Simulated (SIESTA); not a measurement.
Crystal: BaTiO3.

```
Ba Ti O
1.0
     4.00600    0.00000    0.00000
     0.00000    4.00600    0.00000
     0.00000    0.00000    4.00600
Ba Ti O
1 1 3
Direct
  0.50000 0.50000 0.50000
  0.00000 0.00000 0.00000
  0.00000 0.00000 0.50000
  0.00000 0.50000 0.00000
  0.50000 0.00000 0.00000
```

Base run:

* Program: SIESTA 5.4.2
* Functional: PBE
* Potentials or basis: PseudoDojo 0.4 standard (PBE files)
* Basis: DZP (energy shift 0.003 Ry; two zetas on semicore shells; d shell added on Ba)
* Grid cutoff: 800 Ry
* Energy shift: 0.003 Ry
* k mesh: 7 × 7 × 7
* Occupations: fermi-dirac, width 0.05 eV
* Spin: no spin polarisation

Its results: band gap on the k mesh 1.74 eV, indirect (least direct gap 1.81 eV); pressure 3.8 GPa.

Q: After a change of settings the same cell gave: band gap on the k mesh 1.46 eV, indirect (least direct gap 1.55 eV); pressure 5.4 GPa. Which change was it?
A. basis from DZP (energy shift 0.003 Ry; two zetas on semicore shells; d shell added on Ba) to TZP (energy shift 0.003 Ry; two zetas on semicore shells; d shell added on Ba)
B. basis from DZP (energy shift 0.003 Ry; two zetas on semicore shells; d shell added on Ba) to TZDP (energy shift 0.003 Ry; two zetas on semicore shells; d shell added on Ba)
C. basis from DZP (energy shift 0.003 Ry; two zetas on semicore shells; d shell added on Ba) to DZDP (energy shift 0.003 Ry; two zetas on semicore shells; d shell added on Ba)
D. basis from DZP (energy shift 0.003 Ry; two zetas on semicore shells; d shell added on Ba) to SZP (energy shift 0.003 Ry; d shell added on Ba)

A: D.

Caveats: this set's barium file shifts pressures by up to 1 GPa against other sets; spin-orbit coupling is left out, which moves the levels of the heavy elements; an odd mesh through Γ misses points on the zone boundary, where band edges often lie; the basis of atomic orbitals isn't converged, which shifts pressures, moduli and gaps.
